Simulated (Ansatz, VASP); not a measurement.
## Al2O3: VASP beside Ansatz

```
Al O
1.0
     5.05392    0.00000    0.00000
    -2.52696    4.37683    0.00000
     0.00000    0.00000    2.52783
Al O
2 3
Direct
  0.33333 0.66667 0.50000
  0.66667 0.33333 0.50000
  0.50000 0.50000 0.00000
  0.00000 0.50000 0.00000
  0.50000 0.00000 0.00000
```

Alike in both runs: task relaxation of cell and atoms; functional PBE; k mesh 6 × 6 × 10; occupations gaussian, width 0.02 eV; no spin polarisation.

|  | VASP | Ansatz |
| --- | --- | --- |
| version | VASP 6.6.1 | Ansatz 0.2.0 |
| potentials or method | VASP PAW PBE potentials, release 64 (Al, O) | scalar-relativistic, plane waves, PAW |
| plane-wave cutoff (eV) | 600 | 420 |
| valence electrons in the cell | 24 | 24 |

VASP gave:

```
gap on the k mesh at the Fermi level, each at its own relaxed structure (eV) : 3.58
relaxed volume (Å³/atom)                                                     : 11.18
relaxed cell length with the largest relative difference (Å)                 : 5.053
```

**Question.** Which values does Ansatz return?

**Answer.** gap on the k mesh at the Fermi level, each at its own relaxed structure (eV): 3.58; relaxed volume (Å³/atom): 11.20; relaxed cell length with the largest relative difference (Å): 5.057.

A k mesh can miss the band edges.
